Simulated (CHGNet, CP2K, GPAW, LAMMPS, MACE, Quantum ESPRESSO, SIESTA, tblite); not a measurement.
**Forces in glassy 68SiO2-14MgO-11ZnO-7BaO (mol %) (75 atoms), program by program**

Aim: forces, pressure and gap of glassy 68SiO2-14MgO-11ZnO-7BaO (mol %) (75 atoms) at one geometry, from other programs and methods, against plane-wave PBE.

Results are calculated, not measured.

## 1. The structure

The cell holds 75 atoms (19 Si, 4 Mg, 3 Zn, 2 Ba and 47 O), with edges of 9.93, 9.93 and 9.93 Å. Recipe: 75 atoms (19 Si, 4 Mg, 3 Zn, 2 Ba, 47 O) placed at random at 3.15 g/cm³, melted at 4000 K for 10 ps at fixed volume with the Morse and Coulomb pair potential with partial charges (Pedone, Malavasi, Menziani, Cormack and Segre, J. Phys. Chem. B 110, 11780 (2006)). Quenched from 4000 K to 300 K at 25 K/ps and fixed volume, held 5 ps, then minimised at fixed cell. The density is 3.15 g/cm³.

## 2. The reference input

Quantum ESPRESSO 7.5: Kohn-Sham DFT, PBE, SSSP efficiency 1.3.0 pseudopotentials, plane waves. Its input, pw.in:

```
&control
  calculation = 'scf'
  pseudo_dir = './pseudo'
  outdir = './tmp'
  disk_io = 'none'
  tprnfor = .true.
  tstress = .true.
/
&system
  ibrav = 0
  nat = 75
  ntyp = 5
  ecutwfc = 60
  ecutrho = 480
  nosym = .true.
  occupations = 'smearing'
  smearing = 'fd'
  degauss = 0.003675
/
&electrons
  conv_thr = 3.8e-07
  electron_maxstep = 100
  mixing_beta = 0.4
  mixing_mode = 'plain'
  diagonalization = 'david'
/
ATOMIC_SPECIES
Si 28.085 Si.upf
Mg 24.305 Mg.upf
Zn 65.380 Zn.upf
Ba 137.327 Ba.upf
O 15.999 O.upf
CELL_PARAMETERS angstrom
9.92530 0.00000 0.00000
0.00000 9.92530 0.00000
0.00000 0.00000 9.92530
ATOMIC_POSITIONS crystal
Si 0.40140 0.43575 0.71092
Si 0.81528 0.81607 0.54513
Si 0.36487 0.33702 0.00327
Si 0.58592 0.01721 0.44424
[... 69 atom lines left out ...]
O 0.83757 0.67347 0.03070
O 0.89769 0.88788 0.66157
K_POINTS gamma
```

```console
$ OMP_NUM_THREADS=1 mpirun -np 4 pw.x -in pw.in > output.txt
```

It took 4.2 min on 4 MPI ranks of Intel Xeon Platinum 8259CL at 2.50GHz (Skylake/Cascade Lake), shared host; peak memory 3 GiB; 17 min of CPU time.

It converged with an r.m.s. force component of 0.99 eV/Å and a pressure of 6.0 GPa.

Its highest filled and lowest empty levels lie 3.67 eV apart on its k-points.

## 3. What was run beside it

- CHGNet: machine-learned potential, published weights.
- CP2K 2026.2: Gaussian basis with GTH pseudopotentials and a plane-wave density; labels give functional, basis (MOLOPT sets; SR short-range, UZH the newer set with its own potentials), grid cutoff/relative cutoff and solver (OT: orbital transformation; TRS4, TC2, SIGN: linear-scaling purification with its sparsity filter), or its built-in tight binding.
- GPAW 26.7.0: PAW with atomic orbitals (LCAO), plane waves or a real-space grid of spacing h.
- MACE: machine-learned potential, published weights.
- Quantum ESPRESSO 7.5: plane waves; labels (QE) give functional, pseudopotential set and cutoffs of waves/density.
- SIESTA 5.4.2: numerical atomic orbitals, whose automatically made sets are far from complete, with PseudoDojo norm-conserving potentials that we converted to its format (checked against plane waves on the same files for H, C, O, Si, Ge and Ca alone); labels give functional, basis size, energy shift and mesh cutoff.
- tblite 0.8.0: extended tight binding, driven from Python.

All use the same cell and atoms, and the electronic-structure runs the same k-mesh.

## 4. Side by side

Differences are against the reference: forces as r.m.s. over components, share as that over the reference's r.m.s. force, slope as the fitted ratio of a run's forces to the reference's.

```tsv
run	Δ force, r.m.s. (meV/Å)	share (%)	slope	Δ pressure (GPa)	Δ gap (eV)	cores	CPU time	memory (GiB)
reference	-	-	-	-	-	4	17 min	3.0
CHGNet r2SCAN potential	258	26.1	0.777	-4.51	-	1	5.2 s	1.1
CP2K PBE, DZVP-MOLOPT-SR, 1200/50 Ry, SIGN filter 1e-03, SCF 1e-04 (coarse)	1098	111	0.843	1.36	-	2	5.7 min	3.8
CP2K PBE, DZVP-MOLOPT-SR, 1200/50 Ry, SIGN filter 1e-07, SCF 1e-07	157	15.9	0.949	0.243	-	2	10 min	3.7
CP2K PBE, DZVP-MOLOPT-SR, 1200/50 Ry, diagonalisation	152	15.4	0.951	0.236	-0.0481	2	9 min	8.1
CP2K PBE, DZVP-MOLOPT-SR, 600/50 Ry, diagonalisation (coarse)	269	27.2	0.939	0.281	-0.0488	4	6.9 min	4.6
GPAW PBE, LCAO dzp, h 0.18 Å	331	33.5	1.268	-	-0.112	1	4.4 min	1.6
GPAW PBE, LCAO sz(dzp), h 0.18 Å (coarse)	1232	125	1.759	-	-0.632	1	1.7 min	1.2
GPAW revPBE, LCAO dzp, h 0.18 Å	352	35.7	1.282	-	-0.0021	1	4.4 min	1.6
MACE MP-0b3 medium potential	65.8	6.67	0.964	-0.118	-	1	10 s	1.0
MACE MPA-0 medium potential	61.1	6.19	0.970	0.220	-	1	11 s	1.0
QE PBE, gbrv-1.5, 40/200 Ry	32.5	3.29	0.978	0.0963	0.0252	2	5.1 min	1.4
SIESTA PBE, DZ, shift 0.01 Ry, mesh 500 Ry (coarse)	1026	104	1.633	12.0	-0.294	2	3.5 min	1.4
SIESTA PBE, DZP, shift 0.01 Ry, mesh 500 Ry	205	20.7	1.126	1.56	-0.0053	2	7.4 min	2.1
SIESTA PBE, SZP, shift 0.01 Ry, mesh 500 Ry (coarse)	446	45.2	1.316	6.10	0.188	2	6 min	1.9
SIESTA revPBE, PBE potentials, DZP, shift 0.01 Ry, mesh 500 Ry	189	19.2	1.115	3.21	0.129	2	7.6 min	2.1
tblite GFN1-xTB	635	64.3	1.101	-9.79	-	1	11 s	0.11
```

Rows marked coarse were listed beforehand as settings not expected to be converged; some can still land near the reference.

Times of the machine-learned potentials are mostly Python's start and the loading of weights.

CPU time is summed over cores on shared hosts, so it is rough.

## 5. What came out

Forces lie from 3.3 % (QE PBE, gbrv-1.5, 40/200 Ry) to 125 % (GPAW PBE, LCAO sz(dzp), h 0.18 Å, coarse) of the reference's r.m.s. force of 0.99 eV/Å away from it. Other PBE runs on plane waves or a grid: QE PBE, gbrv-1.5, 40/200 Ry 3.3 % of the r.m.s. force; the reference has errors of its own, so differences under a few per cent don't tell which side is nearer the exact PBE result. The PBE runs in local orbitals, coarse settings apart, differ by 15 % (CP2K PBE, DZVP-MOLOPT-SR, 1200/50 Ry, diagonalisation) to 34 % (GPAW PBE, LCAO dzp, h 0.18 Å); basis, grid and potentials can all enter. Tight binding differs by 64 % (tblite GFN1-xTB); it is another model, with fitted parameters of its own, and the xTB methods hold dispersion.

Machine-learned potentials differ by 6.2 % (MACE MPA-0 medium potential) to 26 % (CHGNet r2SCAN potential); they were trained on other programs' data, some at another functional. Rows with another functional or a dispersion term differ by 19 % (SIESTA revPBE, PBE potentials, DZP, shift 0.01 Ry, mesh 500 Ry) to 36 % (GPAW revPBE, LCAO dzp, h 0.18 Å), which mixes the change of model with differences of basis and potentials, some of them made for another functional. Runs with settings chosen to be coarse differ by 27 % (CP2K PBE, DZVP-MOLOPT-SR, 600/50 Ry, diagonalisation) to 125 % (GPAW PBE, LCAO sz(dzp), h 0.18 Å), their programs' other errors included. SIESTA PBE, SZP, shift 0.01 Ry, mesh 500 Ry stiffens the forces by a factor of 1.32 while following their directions (correlation 0.971). From CP2K PBE, DZVP-MOLOPT-SR, 600/50 Ry, diagonalisation to the finer CP2K PBE, DZVP-MOLOPT-SR, 1200/50 Ry, diagonalisation the share falls from 27 to 15 %. Pressures at PBE, coarse settings apart, lie +0.10 to +1.56 GPa from the reference's. Gaps at PBE, coarse settings apart, lie -0.11 to +0.03 eV from the reference's.

**Limits.** Periodic xTB results under one method name differ between programs and library versions. The potentials hold different valence shells: 446 electrons in the reference, 454 in CP2K with DZVP-MOLOPT-SR, 454 in GPAW, 478 in Quantum ESPRESSO with GBRV and 478 in SIESTA; this bears on time and differences. The reference's pressure holds the uncorrected Pulay stress of its 60 Ry basis, so small pressure differences may be the reference's own error. Machine-learned potentials mimic data converged in k, so the reference's own k-point error enters their differences. The quench rate of 25 K/ps is many orders above laboratory rates, so the cell is likely richer in defects and strain than a real sample. The network of bonds at the start is that of the classical potential that made the cell, and needn't be the one that DFT or experiment would give. The electronic-structure runs sample only Γ, in a cell whose shortest periodic width is 10 Å. Spin–orbit coupling is left out, which matters for the levels of the heavy elements. The reference's pressure of 6.0 GPa reflects the volume that the recipe set, positions that aren't this level's minimum and the basis. Where levels are smeared, the DFT runs use Fermi–Dirac occupations at 580 K (0.05 eV), and energies are free energies. The reference's cutoffs and mesh weren't converged further here.

[Logs are printed without paths, hosts, clocks, repeated set-up lines and the standing remarks that a program may print on its own settings, such as how far it seeks lower states.]

[Hosts, paths, dates, database ids (printed as entryN), source tags and the programs' standing remarks are cut or masked in the printed files.]

[Cells were taken only where this reference lay near another plane-wave run.]
